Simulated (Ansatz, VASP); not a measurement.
# One calculation of Cd, two programs

File INCAR:

```
  ALGO = Fast
  EDIFF = 1E-6
  ENCUT = 520
  GGA = PE
  ISIF = 2
  ISMEAR = 0
  LASPH = T
  LCHARG = T
  LELF = T
  LREAL = F
  LVHAR = T
  LWAVE = F
  NBANDS = 19
  NELM = 80
  PREC = Accurate
  SIGMA = 0.1
```

The input KPOINTS:

```
k-points
0
Gamma
  6 6 4
```

File POSCAR:

```
Cd
1.0
    3.3212262188      0.0000000000      0.0000000000
   -1.6606131094      2.8762662772      0.0000000000
    0.0000000000      0.0000000000      5.4712438154
Cd
2
Direct
    0.3333333333      0.6666666667      0.2500000000
    0.6666666667      0.3333333333      0.7500000000
```

Input for Ansatz:

```yaml
crystal:
  lattice:
    - [3.3212262188, 0.0, 0.0]
    - [-1.6606131094, 2.8762662772, 0.0]
    - [0.0, 0.0, 5.4712438154]
  atoms:
    - { symbol: Cd, position: [0.3333333333, 0.6666666667, 0.25] }
    - { symbol: Cd, position: [0.6666666667, 0.3333333333, 0.75] }
basis:
  ecutwfc: 420
kpoints:
  mp_grid: { grid: [6, 6, 4] }
hamiltonian:
  xc: pbe
scf:
  occupations: { method: gaussian, width: 0.1 }
output:
  forces: true
  stress: true
  eigenvalues: true
```

Alike in both runs: task single point; functional PBE; k mesh 6 × 6 × 4; occupations gaussian, width 0.1 eV; no spin polarisation.

|  | VASP | Ansatz |
| --- | --- | --- |
| version | VASP 6.6.1 | Ansatz 0.2.0 |
| potentials or method | VASP PAW PBE potentials, release 64 (Cd) | scalar-relativistic, plane waves, PAW |
| plane-wave cutoff (eV) | 520 | 420 |
| valence electrons in the cell | 24 | 40 |

VASP gave:

```
gap on the k mesh at the Fermi level (eV)       : none
pressure (GPa)                                  : -3.1
largest component of the traceless stress (GPa) : 2.36
```

Q: What did Ansatz give for the same quantities?

A: gap on the k mesh at the Fermi level (eV): none; pressure (GPa): -3.2; largest component of the traceless stress (GPa): 2.39.

A gap of «none» marks a metal or a gap that the smearing closes. The two sets of potentials don't hold the same shells in valence.

Caveats: the k mesh is coarse (spacing up to 0.36 Å⁻¹), so the values aren't converged.
